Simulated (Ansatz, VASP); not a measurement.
# Re in VASP and in Ansatz

```
CELL_PARAMETERS angstrom
1.54526 -4.90188 0.00000
1.54526 4.90188 0.00000
0.00000 0.00000 4.08957
ATOMIC_POSITIONS crystal
Re 0.09800 0.90200 0.91000
Re 0.59800 0.40200 0.59000
Re 0.90200 0.09800 0.09000
Re 0.40200 0.59800 0.41000
```

Alike in both runs: task single point; functional r2SCAN; k mesh 6 × 6 × 4; occupations gaussian, width 0.1 eV; no spin polarisation.

```csv
,VASP,Ansatz
version,VASP 6.6.1,Ansatz 0.2.0
potentials or method,"VASP PAW PBE potentials, release 64 (Re)","scalar-relativistic, plane waves, PAW"
plane-wave cutoff (eV),520,500
valence electrons in the cell,28,60
```

Ansatz gave:

```
gap on the k mesh at the Fermi level (eV) : none
rms of the force components (eV/Å)        : 12.773
```

Problem. Estimate VASP's values.

Solution. gap on the k mesh at the Fermi level (eV): none; rms of the force components (eV/Å): 10.656.

Atom by atom the forces differ by 2.157 eV/Å (rms over components). A gap of «none» marks a metal or a gap that the smearing closes. The functional is the same, so the differences come from potentials, cutoffs and numerics. The two sets of potentials don't hold the same shells in valence.

Caveats: the k mesh is coarse (spacing up to 0.38 Å⁻¹), so the values aren't converged; the PAW data sets were made with another functional, which shifts forces and pressure a little (VASP). The runs have no spin-orbit coupling, so splittings on Re are missing.
